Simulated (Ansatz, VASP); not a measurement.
**Sr: VASP beside Ansatz**

INCAR

```
SYSTEM = Sr
PREC = Accurate ; ENCUT = 520
EDIFF = 1E-6 ; ISMEAR = -1
SIGMA = 0.05 ; LREAL = .FALSE.
LASPH = .TRUE. ; NELM = 80
ALGO = Fast ; ISIF = 2
LWAVE = .FALSE. ; LCHARG = .TRUE.
GGA = PE ; LELF = .TRUE.
LVHAR = .TRUE. ; NBANDS = 11
```

KPOINTS

```
Automatic mesh
0
G
  8 8 8
  0 0 0
```

The input POSCAR:

```
Sr
1.0
   -2.4670431483      2.4670431483      2.4670431483
    2.4670431483     -2.4670431483      2.4670431483
    2.4670431483      2.4670431483     -2.4670431483
Sr
1
Direct
    0.0000000000      0.0000000000      0.0000000000
```

File input.yaml:

```yaml
crystal:
  lattice:
    - [-2.4670431483, 2.4670431483, 2.4670431483]
    - [2.4670431483, -2.4670431483, 2.4670431483]
    - [2.4670431483, 2.4670431483, -2.4670431483]
  atoms:
    - { symbol: Sr, position: [0.0, 0.0, 0.0] }
kpoints:
  mp_grid: { grid: [8, 8, 8] }
scf:
  occupations: { method: fermi_dirac, width: 0.05 }
hamiltonian:
  xc: pbe
  pseudopotentials: { kind: all_electron, lapw: { basis_error: 0.0005 } }
output:
  forces: true
  stress: true
  eigenvalues: true
```

Change from the starting cell: volume scaled by 1.04.

Alike in both runs: task single point; functional PBE; k mesh 8 × 8 × 8; occupations fermi-dirac, width 0.05 eV; no spin polarisation.

```csv
,VASP,Ansatz
version,VASP 6.6.1,Ansatz 0.2.0
potentials or method,"VASP PAW PBE potentials, release 64 (Sr_sv)","all-electron LAPW, scalar-relativistic"
plane-wave cutoff (eV),520,see its input
```

|  | VASP | Ansatz | Ansatz less VASP |
| --- | --- | --- | --- |
| gap on the k mesh at the Fermi level (eV) | none | none | - |
| pressure (GPa) | -1.0 | -1.0 | 0.00 |

A gap of «none» marks a metal or a gap that the smearing closes. Ansatz ran all-electron here, so the differences hold the error of VASP's frozen core and of both bases.
